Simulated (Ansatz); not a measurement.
Crystal: Sb.

```
Sb
1.0
    -1.87134    1.87134    1.87134
     1.87134   -1.87134    1.87134
     1.87134    1.87134   -1.87134
Sb
1
Direct
  0.00000 0.00000 0.00000
```

This isn't the form of Sb at room conditions, which is rhombohedral.

Base run:

* Program: Ansatz 0.2.0
* Functional: LDA
* Potentials or basis: Ansatz PAW
* Cutoff: 420 eV (not typed: the program's choice for these potentials)
* k mesh: 10 × 10 × 10
* Occupations: fermi-dirac, width 0.05 eV
* Spin: no spin polarisation

Its results: band gap on the k mesh none (metal or under the smearing width); pressure -1.2 GPa.

Q: The run is repeated on the same cell with these changes: functional from LDA to r2SCAN; cutoff from 420 eV (not typed: the program's choice for these potentials) to 500 eV (not typed: the program's choice for these potentials). What comes out?

A: Band gap on the k mesh none (metal or under the smearing width); pressure 2.5 GPa.

Caveats: spin-orbit coupling is left out, which moves the levels of the heavy elements; the PAW data sets come from PBE, with cores solved anew for the run's functional, which leaves a small shift of forces and pressure.
